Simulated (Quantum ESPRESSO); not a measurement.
Here is a Quantum ESPRESSO 7.5 calculation.

Contents of pw.in:

```
&CONTROL
  calculation = 'scf'
  prefix = 'pwscf'
  outdir = './tmp'
  pseudo_dir = './pseudo'
  tprnfor = .true.
  tstress = .true.
  disk_io = 'nowf'
/
&SYSTEM
  ibrav = 0
  nat = 2
  ntyp = 2
  ecutwfc = 75
  nbnd = 20
  occupations = 'smearing'
  smearing = 'fd'
  degauss = 0.00367493
/
&ELECTRONS
  conv_thr = 4d-10
  electron_maxstep = 120
  mixing_beta = 0.5
/
ATOMIC_SPECIES
I    126.9045 I_ONCV_PBE-1.2.upf
K     39.0983 K_ONCV_PBE-1.2.upf
CELL_PARAMETERS angstrom
   0.0000000000    3.5327750000    3.5327750000
   3.5327750000    0.0000000000    3.5327750000
   3.5327750000    3.5327750000    0.0000000000
ATOMIC_POSITIONS crystal
I      0.5000000000    0.5000000000    0.5000000000
K      0.0000000000    0.0000000000    0.0000000000
K_POINTS automatic
4 4 4 0 0 0
```

Potentials or basis: SG15 PBE 1.2.

Launch:

```bash
$ OMP_NUM_THREADS=1 mpirun -n 4 pw.x -nk 2 -in pw.in > pw.out
```

Problem. Estimate the band gap on the k mesh.

Solution. 3.96 eV, direct.

Problem. Estimate the pressure.

Solution. 0.6 GPa.

Caveat: spin-orbit coupling is left out, which moves the levels of the heavy elements.

**What was measured.**

A printed reference work, monograph reports, for a bulk crystal of KI: band gap 6.32 eV.

A measured gap of KI is 6.32 eV (a printed reference work, monograph); the calculated 3.96 eV misses it by -2.36 eV. Spin-orbit coupling on I is left out. The value is that of PBE, without temperature or zero-point motion. Semilocal functionals fall short of measured gaps as a rule.
